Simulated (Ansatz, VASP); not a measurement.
One calculation of CdS (Greenockite), two programs

```
CELL_PARAMETERS angstrom
4.15000 0.00000 0.00000
-2.07500 3.59401 0.00000
0.00000 0.00000 6.73700
ATOMIC_POSITIONS crystal
Cd 0.33333 0.66667 0.00000
Cd 0.66667 0.33333 0.50000
S 0.33333 0.66667 0.37500
S 0.66667 0.33333 0.87500
```

Alike in both runs: task single point; functional r2SCAN; k mesh 6 × 6 × 4; occupations gaussian, width 0.1 eV; no spin polarisation.

|  | VASP | Ansatz |
| --- | --- | --- |
| version | VASP 6.6.1 | Ansatz 0.2.0 |
| potentials or method | VASP PAW PBE potentials, release 64 (Cd, S) | scalar-relativistic, plane waves, PAW |
| plane-wave cutoff (eV) | 520 | 500 |
| valence electrons in the cell | 36 | 52 |

```csv
,VASP,Ansatz,Ansatz less VASP
gap on the k mesh at the Fermi level (eV),1.65,1.66,+0.005
least direct gap on the mesh (eV),1.65,1.66,+0.005
pressure (GPa),1.0,0.7,-0.33
largest component of the traceless stress (GPa),0.40,0.39,-0.016
rms of the force components (eV/Å),0.042,0.041,-0.0008
```

Atom by atom the forces differ by 0.001 eV/Å (rms over components). With one functional, cell and mesh, what is left measures potentials, basis and numerics. The two sets of potentials don't hold the same shells in valence.

Caveats: the PAW data sets were made with another functional, which shifts forces and pressure a little (VASP). r2SCAN opens gaps a little over a GGA but as a rule still falls short of measured ones.
